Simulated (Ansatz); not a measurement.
This guess for AlGa3As4 is about to be relaxed.

```
Al Ga As
1.0
     3.89199    0.00000    0.00000
     0.00000    3.89199    0.00000
     0.00000    0.00000   11.00822
Al Ga As
1 3 4
Direct
  0.00000 0.00000 0.50000
  0.00000 0.00000 0.00000
  0.50000 0.50000 0.25000
  0.50000 0.50000 0.75000
  0.50000 0.00000 0.37500
  0.00000 0.50000 0.62500
  0.50000 0.00000 0.87500
  0.00000 0.50000 0.12500
```

All numbers below come from DFT PBE, scalar-relativistic, plane waves, PAW in Ansatz 0.2.0. Cutoff 420 eV, Gaussian smearing, Γ-centred meshes. Cell and atoms relax first on a coarse mesh and then on a converged one. In between, the cell is made exact in the group found at 0.06 Å. The steps can't lower the symmetry of their start. No spin polarisation.

A guess keeps its type if space group and coordination stay and the shape of the cell changes little (axis ratios within about 15 %, angles within 6°); the volume may change.

Task: Will the relaxed cell still be of the starting type?

Result: It keeps its type. The symmetry stays P-4m2 (No. 115). The volume per atom grows by 13.5 %, from 20.8 to 23.7 Å³. The shortest distance goes from 2.38 Å (Al–As and Ga–As) to 2.48 Å (Al–As). The ratio c/a of the conventional cell changes by a factor of 1.00. Counting neighbours within 15 % of an atom's shortest distance, the start has Al 4, As 4, Ga 4 and the end Al 4, As 4, Ga 4.

The last run used a 10×10×4 mesh (in the run's order of axes) for its 8-atom cell and Gaussian smearing of 0.02 eV. Symmetry constrained the relaxation, so the result can be a saddle point.
